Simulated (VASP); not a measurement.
# C (Fd-3m) in VASP: notebook

The runs below take C through G0W0 quasiparticle levels, with PBE.

Program: VASP 6.6.1. These are calculated values, not measurements. Logs are shortened: lines on timing, memory, paths and dates and some standing lists are left out, and cuts for length are marked.

## 1. Starting point

The structure is cubic, space group Fd-3m (No. 227). Conventional cell: a = 3.567 Å, b = 3.567 Å, c = 3.567 Å, α = 90.00°, β = 90.00°, γ = 90.00°. C (site symmetry -43m) is surrounded by 4 C at 1.54 Å.

This isn't the form of C at room conditions, which is graphite.

## 2. G0W0 quasiparticle levels, PBE

Contents of POSCAR:

```
C
1.0
    0.0000000000      1.7833700000      1.7833700000
    1.7833700000      0.0000000000      1.7833700000
    1.7833700000      1.7833700000      0.0000000000
C
2
Direct
    0.7500000000      0.7500000000      0.7500000000
    0.5000000000      0.5000000000      0.5000000000
```

Contents of INCAR.step1:

```
PREC = Accurate ; ENCUT = 450
EDIFF = 1E-8 ; ISMEAR = 0
SIGMA = 0.01 ; LREAL = F
LASPH = T ; NELM = 60
ALGO = Fast ; LWAVE = T
LCHARG = F ; GGA = PE
```

Contents of INCAR.step2:

```
PREC = Accurate ; ENCUT = 450
EDIFF = 1E-8 ; ISMEAR = 0
SIGMA = 0.01 ; LREAL = F
LASPH = T ; NELM = 1
ALGO = Exact ; LWAVE = T
LCHARG = F ; GGA = PE
NBANDS = 31 ; LOPTICS = T
ISTART = 1
```

Contents of INCAR.step3:

```
PREC = Accurate ; ENCUT = 450
EDIFF = 1E-8 ; ISMEAR = 0
SIGMA = 0.01 ; LREAL = F
LASPH = T ; ALGO = EVGW0
LWAVE = F ; LCHARG = F
GGA = PE ; NELMGW = 1
NBANDS = 31 ; ENCUTGW = 150
NOMEGA = 72 ; PRECFOCK = Fast
ISTART = 1 ; NBANDSGW = 12
```

Contents of KPOINTS:

```
regular mesh
0
Gamma
  3 3 3
```

Potentials or basis: VASP PAW PBE potentials, release 64 (C_GW).

Launch:

```
$ cat potpaw_PBE.64/C_GW/POTCAR > POTCAR
$ cp INCAR.step1 INCAR
$ mpirun -np 1 vasp_std > vasp.out
$ cp INCAR.step2 INCAR
$ mpirun -np 1 vasp_std > vasp.out
$ cp INCAR.step3 INCAR
$ mpirun -np 1 vasp_std > vasp.out
```

OUTCAR:

```text
PREC = Accurate
   ENCUT = 450
   EDIFF = 1E-8
   ISMEAR = 0
   LREAL = F
   LASPH = T
   GGA = PE
   NELMGW = 1
   ENCUTGW = 150
   PRECFOCK = Fast
   ISTART = 1

 Found      4 irreducible k-points:

 Following reciprocal coordinates:
            Coordinates               Weight
  0.000000  0.000000  0.000000      1.000000
  0.333333  0.000000  0.000000      8.000000
  0.333333  0.333333  0.000000      6.000000
 -0.333333  0.333333  0.000000     12.000000
   k-points           NKPTS =      4   k-points in BZ     NKDIM =     27   number of bands    NBANDS=     31
   number of dos      NEDOS =    301   number of ions     NIONS =      2
   total plane-waves  NPLWV =   5832
   dimension x,y,z NGX =    18 NGY =   18 NGZ =   18
   dimension x,y,z NGXF=    36 NGYF=   36 NGZF=   36
   ions per type =               2
   NGX,Y,Z   is equivalent  to a cutoff of  11.86, 11.86, 11.86 a.u.
   NGXF,Y,Z  is equivalent  to a cutoff of  23.73, 23.73, 23.73 a.u.
 SYSTEM =  unknown system
   PREC   = accura    normal or accurate (medium, high low for compatibility)
   ISTART =      1    job   : 0-new  1-cont  2-samecut
   ICHARG =      0    charge: 1-file 2-atom 10-const
   ISPIN  =      1    spin polarized calculation?
   LNONCOLLINEAR =      F non collinear calculations
   LSORBIT =      F    spin-orbit coupling
   LASPH  =      T    aspherical Exc in radial PAW
   ENCUT  =  450.0 eV  33.07 Ry    5.75 a.u.   4.36  4.36  4.36*2*pi/ulx,y,z
   NELM   =     60;   NELMIN=  2; NELMDL=  0     # of ELM steps
   EDIFF  = 0.1E-07   stopping-criterion for ELM
   LREAL  =      F    real-space projection
   EDIFFG = 0.1E-06   stopping-criterion for IOM
   NSW    =      0    number of steps for IOM
   IBRION =     -1    ionic relax: 0-MD 1-quasi-New 2-CG
   NFREE  =      0    steps in history (QN), initial steepest desc. (CG)
   ISIF   =      0    stress and relaxation
   ISYM   =      3    0-nonsym 1-usesym 2-fastsym
   POTIM  = 0.5000    time-step for ionic-motion
   TEBEG  =    0.0;   TEEND  =   0.0 temperature during run
   PSTRESS=    0.0 pullay stress
   NELECT =       8.0000    total number of electrons
   NUPDOWN=      -1.0000    fix difference up-down
   EMIN   =  10.00;   EMAX   =-10.00  energy-range for DOS
   EFERMI =   0.00;   METHOD = LEGACY
   ISMEAR =     0;   SIGMA  =   0.01  broadening in eV -4-tet -1-fermi 0-gaus
   EFERMI_NEDOS =   21; number of points for ismear=-14 and -15
   IALGO  =     38    algorithm
   IMIX   =      4    mixing-type and parameters
     AMIX     =   0.40;   BMIX     =  1.00
     AMIX_MAG =   1.60;   BMIX_MAG =  1.00
  volume/ion in A,a.u.               =       5.67        38.28
  Fermi-wavevector in a.u.,A,eV,Ry     =   1.457203  2.753714 28.891161  2.123440
  Thomas-Fermi vector in A             =   2.574032
   LORBIT       =      0    0 simple, 1 ext, 2 COOP (PROOUT), +10 PAW based schemes
   GGA     = PE    functional components
   LHFCALC =     T    Hartree Fock is set to
   PRECFOCK=fast      Normal, Fast or Accurate (Low or Medium for compatibility)
   ENCUT4O =  -1.0   cutoff for four orbital integrals eV
   NKREDX  =     1    reduce k-point grid by
   NKREDY  =     1    reduce k-point grid by
   NKREDZ  =     1    reduce k-point grid by
   AEXX    =    1.0000 exact exchange contribution
   HFSCREEN=    0.0000 screening length (either q_TF or 0.3 A-1)
   HFSCREENC=   0.0000 screening length for correlation (either q_TF or 0.3 A-1)
   ENCUTFOCK=  -1.0 apply spherical cutoff to Coloumb kernel
   IVDW    =     0    specifies the selected vdW correction
   LEPSILON=     F    determine dielectric tensor
   LRPA    =     F    only Hartree local field effects (RPA)
   LRPAFORCE           =     F    calculate RPA forces
   ENCUTGW             = 150.0    cutoff for response function in eV
   ENCUTGWSOFT         = 120.0    soft cutoff for Coulomb kernel in GW response function in eV
   ENCUTLF             =  -1.0    cutoff for local field effects
   NELMGW              =     1    number of iterations in solving QP/BSE equation
   NELMHF              =     1    number of iterations in the inner HF iteration
   NKREDLFX            =     1    NKREDLFY  =   1   NKREDLFZ  =   1
 non-spin polarized calculation
 Gauss-broadening in eV      SIGMA  =   0.01
  energy-cutoff  :      450.00
  volume of cell :       11.34
 maximum number of plane-waves:       259
 NGX is ok and might be reduce to    18
  NGX = 10; NGY = 10; NGZ = 10
   NGX =  9   NGY =  9   NGZ =  9
 maximum number of plane-waves:        59

 QP shifts <psi_nk| G(iteration)W_0 |psi_nk>: iteration 1
 for sc-GW calculations column KS-energies equals QP-energies in previous step
 and V_xc(KS)=  KS-energies - (<T + V_ion + V_H > + <T+V_H+V_ion>^1  + <V_x>^1)

 k-point   1 :       0.0000    0.0000    0.0000
  band No.  KS-energies  QP-energies   sigma(KS)   V_xc(KS)     V^pw_x(r,r')   Z            occupation Imag(sigma)

      1     -11.6473     -12.9913     -16.5931     -14.7556     -25.3472       0.7314       2.0000       1.3231
      2       9.8679       9.5578     -17.1990     -16.8171     -19.9899       0.8122       2.0000       0.0642
      3       9.8679       9.5578     -17.1990     -16.8171     -19.9899       0.8122       2.0000       0.0642
      4       9.8679       9.5578     -17.1990     -16.8171     -19.9899       0.8122       2.0000       0.0642
      5      15.4341      16.7232     -13.9333     -15.5106      -8.7983       0.8173       0.0000      -0.0823
      6      15.4341      16.7232     -13.9333     -15.5106      -8.7983       0.8173       0.0000      -0.0823
      7      15.4341      16.7232     -13.9333     -15.5106      -8.7983       0.8173       0.0000      -0.0823
      8      23.1878      24.3382     -14.8534     -16.3713      -7.5094       0.7579       0.0000      -0.2417
      9      29.1228      29.5244     -11.2741     -11.7768      -4.2105       0.7987       0.0000      -0.3800
     10      36.3294      37.6161     -12.3349     -13.8641      -5.7988       0.8415       0.0000      -0.5045
     11      36.3294      37.6161     -12.3349     -13.8641      -5.7988       0.8415       0.0000      -0.5045
     12      37.3230      38.1083     -10.4915     -11.4342      -3.1747       0.8330       0.0000      -0.9848

 k-point   2 :       0.3333    0.0000    0.0000
  band No.  KS-energies  QP-energies   sigma(KS)   V_xc(KS)     V^pw_x(r,r')   Z            occupation Imag(sigma)
[... 33 lines left out ...]
      1      -4.2127      -5.4346     -17.2092     -15.6623     -23.8906       0.7899       2.0000       0.5899
      2      -1.0910      -2.1381     -16.9982     -15.6693     -22.6185       0.7879       2.0000       0.3203
      3       0.4601      -0.4291     -15.8592     -14.7311     -20.4133       0.7882       2.0000       0.1746
      4       5.1713       4.5468     -16.7966     -16.0176     -20.5476       0.8018       2.0000       0.0976
      5      16.1747      17.0144     -12.8105     -13.8332      -7.4417       0.8211       0.0000      -0.0913
      6      22.7827      24.4086     -14.1875     -16.2645      -7.3004       0.7828       0.0000      -0.2067
      7      23.3949      24.8404     -13.9594     -15.8045      -6.9698       0.7834       0.0000      -0.2203
      8      24.8609      26.3832     -14.3201     -16.2715      -6.8366       0.7801       0.0000      -0.2985
      9      26.7823      27.7852     -12.5476     -13.7675      -6.2289       0.8221       0.0000      -0.2370
     10      33.5173      34.5357     -11.7060     -12.9221      -5.2095       0.8374       0.0000      -0.4675
     11      34.6985      36.1120     -13.3306     -15.1757      -4.6899       0.7661       0.0000      -0.7228
     12      43.6201      44.3755     -11.0966     -12.0205      -3.2034       0.8176       0.0000      -1.1390
```

OUTCAR.step1:

```text
PREC = Accurate
   ENCUT = 450
   EDIFF = 1E-8
   ISMEAR = 0
   LREAL = F
   LASPH = T
[... 151 lines left out ...]
 -----------------------------------------------------------------------------------
      2.67505      2.67505      2.67505         0.000000     -0.000000      0.000000
      1.78337      1.78337      1.78337        -0.000000      0.000000     -0.000000
 -----------------------------------------------------------------------------------
    total drift:                                0.000000     -0.000000      0.000000

  FREE ENERGIE OF THE ION-ELECTRON SYSTEM (eV)
  ---------------------------------------------------
  free  energy   TOTEN  =       -17.5945066607 eV

  energy  without entropy=      -17.5945066607  energy(sigma->0) =      -17.59450666
```

OUTCAR.step2:

```text
PREC = Accurate
   ENCUT = 450
   EDIFF = 1E-8
   ISMEAR = 0
   LREAL = F
[... 518 lines left out ...]
     0.00000     9.79653     9.79653     9.79653     0.00000     0.00000    -0.00000
     1.45066    10.09273    10.09273    10.09273     0.00000     0.00000    -0.00000
     2.90133    11.23047    11.23047    11.23047     0.00000     0.00000    -0.00000
     4.35199    15.09606    15.09606    15.09606     0.00000     0.00000    -0.00000
     5.80265   -11.23998   -11.23998   -11.23998     0.00000     0.00000    -0.00000
     7.25331     9.23357     9.23357     9.23357     0.00000     0.00000    -0.00000
[... 92 lines left out ...]
   142.16496     0.94238     0.94238     0.94238    -0.00000    -0.00000     0.00000
   143.61562     0.94360     0.94360     0.94360    -0.00000    -0.00000     0.00000
```

Wall time 5 s (1 thread of Intel Xeon Platinum 8259CL at 2.50GHz (Skylake/Cascade Lake), shared host); peak memory 0.12 GiB.

These settings aren't checked as converged: the numbers below hold their error.

Results:

- Band gap on the k mesh, mean-field level: 4.11 eV, indirect (least direct gap 5.57 eV)
- Quasiparticle gap: 5.23 eV
- Least direct quasiparticle gap: 7.17 eV

Caveat: the k mesh is coarse (spacing up to 1.02 Å⁻¹), so the values aren't converged; bands, screening cutoff and mesh are small and nothing is extrapolated, so the quasiparticle values aren't converged; an odd mesh through Γ misses points on the zone boundary, where band edges often lie.

## 3. G0W0 quasiparticle levels, PBE

POSCAR is that of step 2.

INCAR.step1 is that of step 2.

INCAR.step2 is that of step 2.

Changes to INCAR.step3 since step 2:

```diff
@@ -6,4 +6,4 @@
 GGA = PE ; NELMGW = 1
-NBANDS = 31 ; ENCUTGW = 150
-NOMEGA = 72 ; PRECFOCK = Fast
+NBANDS = 31 ; ENCUTGW = 200
+NOMEGA = 48 ; PRECFOCK = Fast
 ISTART = 1 ; NBANDSGW = 12
```

KPOINTS is that of step 2.

Potentials or basis: VASP PAW PBE potentials, release 64 (C_GW).

Launch:

```
$ cat potpaw_PBE.64/C_GW/POTCAR > POTCAR
$ cp INCAR.step1 INCAR
$ mpirun -np 1 vasp_std > vasp.out
$ cp INCAR.step2 INCAR
$ mpirun -np 1 vasp_std > vasp.out
$ cp INCAR.step3 INCAR
$ mpirun -np 1 vasp_std > vasp.out
```

OUTCAR:

```text
PREC = Accurate
   ENCUT = 450
   EDIFF = 1E-8
   ISMEAR = 0
   LREAL = F
   LASPH = T
   GGA = PE
   NELMGW = 1
   ENCUTGW = 200
   PRECFOCK = Fast
   ISTART = 1

 Found      4 irreducible k-points:

 Following reciprocal coordinates:
            Coordinates               Weight
  0.000000  0.000000  0.000000      1.000000
  0.333333  0.000000  0.000000      8.000000
  0.333333  0.333333  0.000000      6.000000
 -0.333333  0.333333  0.000000     12.000000
   k-points           NKPTS =      4   k-points in BZ     NKDIM =     27   number of bands    NBANDS=     31
   number of dos      NEDOS =    301   number of ions     NIONS =      2
   total plane-waves  NPLWV =   5832
   dimension x,y,z NGX =    18 NGY =   18 NGZ =   18
   dimension x,y,z NGXF=    36 NGYF=   36 NGZF=   36
   ions per type =               2
   NGX,Y,Z   is equivalent  to a cutoff of  11.86, 11.86, 11.86 a.u.
   NGXF,Y,Z  is equivalent  to a cutoff of  23.73, 23.73, 23.73 a.u.
 SYSTEM =  unknown system
[... 53 lines left out ...]
   NELMHF              =     1    number of iterations in the inner HF iteration
   NKREDLFX            =     1    NKREDLFY  =   1   NKREDLFZ  =   1
 non-spin polarized calculation
 Gauss-broadening in eV      SIGMA  =   0.01
  energy-cutoff  :      450.00
  volume of cell :       11.34
 maximum number of plane-waves:       259
 NGX is ok and might be reduce to    18
  NGX = 10; NGY = 10; NGZ = 10
   NGX =  9   NGY =  9   NGZ =  9
 maximum number of plane-waves:        76

 QP shifts <psi_nk| G(iteration)W_0 |psi_nk>: iteration 1
 for sc-GW calculations column KS-energies equals QP-energies in previous step
 and V_xc(KS)=  KS-energies - (<T + V_ion + V_H > + <T+V_H+V_ion>^1  + <V_x>^1)

 k-point   1 :       0.0000    0.0000    0.0000
  band No.  KS-energies  QP-energies   sigma(KS)   V_xc(KS)     V^pw_x(r,r')   Z            occupation Imag(sigma)

      1     -11.6473     -13.1231     -16.7285     -14.7556     -25.3472       0.7481       2.0000       1.4734
      2       9.8679       9.5024     -17.2638     -16.8171     -19.9899       0.8183       2.0000       0.0994
      3       9.8679       9.5024     -17.2638     -16.8171     -19.9899       0.8183       2.0000       0.0994
      4       9.8679       9.5024     -17.2638     -16.8171     -19.9899       0.8183       2.0000       0.0994
      5      15.4341      16.7215     -13.9216     -15.5106      -8.7983       0.8102       0.0000      -0.1321
      6      15.4341      16.7215     -13.9216     -15.5106      -8.7983       0.8102       0.0000      -0.1321
      7      15.4341      16.7215     -13.9216     -15.5106      -8.7983       0.8102       0.0000      -0.1321
      8      23.1878      24.3396     -14.8732     -16.3713      -7.5094       0.7689       0.0000      -0.3410
      9      29.1228      29.5361     -11.2668     -11.7768      -4.2105       0.8103       0.0000      -0.4496
     10      36.3294      37.6166     -12.3048     -13.8641      -5.7988       0.8255       0.0000      -0.5664
     11      36.3294      37.6166     -12.3048     -13.8641      -5.7988       0.8255       0.0000      -0.5664
     12      37.3230      38.1349     -10.4515     -11.4342      -3.1747       0.8262       0.0000      -1.0624
[... 36 lines left out ...]
      1      -4.2127      -5.4815     -17.2843     -15.6623     -23.8906       0.7823       2.0000       0.6640
      2      -1.0910      -2.1833     -17.0684     -15.6693     -22.6185       0.7807       2.0000       0.3879
      3       0.4601      -0.4695     -15.9044     -14.7311     -20.4133       0.7923       2.0000       0.2483
      4       5.1713       4.5007     -16.8487     -16.0176     -20.5476       0.8070       2.0000       0.1461
      5      16.1747      17.0189     -12.8030     -13.8332      -7.4417       0.8195       0.0000      -0.1412
      6      22.7827      24.4309     -14.1618     -16.2645      -7.3004       0.7838       0.0000      -0.2901
      7      23.3949      24.8464     -13.9468     -15.8045      -6.9698       0.7813       0.0000      -0.3043
      8      24.8609      26.3703     -14.3225     -16.2715      -6.8366       0.7745       0.0000      -0.3870
      9      26.7823      27.7825     -12.5394     -13.7675      -6.2289       0.8144       0.0000      -0.3011
     10      33.5173      34.5532     -11.6708     -12.9221      -5.2095       0.8278       0.0000      -0.5239
     11      34.6985      36.1501     -13.2945     -15.1757      -4.6899       0.7716       0.0000      -0.8410
     12      43.6201      44.4538     -10.9996     -12.0205      -3.2034       0.8166       0.0000      -1.2229
```

OUTCAR.step2:

```text
PREC = Accurate
   ENCUT = 450
   EDIFF = 1E-8
   ISMEAR = 0
   LREAL = F
[... 518 lines left out ...]
     0.00000     9.79653     9.79653     9.79653     0.00000     0.00000    -0.00000
     1.45066    10.09273    10.09273    10.09273     0.00000     0.00000    -0.00000
     2.90133    11.23047    11.23047    11.23047     0.00000     0.00000    -0.00000
     4.35199    15.09606    15.09606    15.09606     0.00000     0.00000    -0.00000
     5.80265   -11.23998   -11.23998   -11.23998     0.00000     0.00000    -0.00000
     7.25331     9.23357     9.23357     9.23357     0.00000     0.00000    -0.00000
[... 92 lines left out ...]
   142.16496     0.94238     0.94238     0.94238    -0.00000    -0.00000     0.00000
   143.61562     0.94360     0.94360     0.94360    -0.00000    -0.00000     0.00000
```

It took 5.1 s on 1 thread of Intel Xeon Platinum 8259CL at 2.50GHz (Skylake/Cascade Lake), shared host; peak memory 0.12 GiB.

These settings aren't checked as converged: the numbers below hold their error.

Results:

```yaml
Band_gap_on_the_k_mesh_mean-field_level: 4.11 eV, indirect (least direct gap 5.57 eV)
Quasiparticle_gap: 5.30 eV
Least_direct_quasiparticle_gap: 7.22 eV
```

Caveat: the k mesh is coarse (spacing up to 1.02 Å⁻¹), so the values aren't converged; bands, screening cutoff and mesh are small and nothing is extrapolated, so the quasiparticle values aren't converged; an odd mesh through Γ misses points on the zone boundary, where band edges often lie.
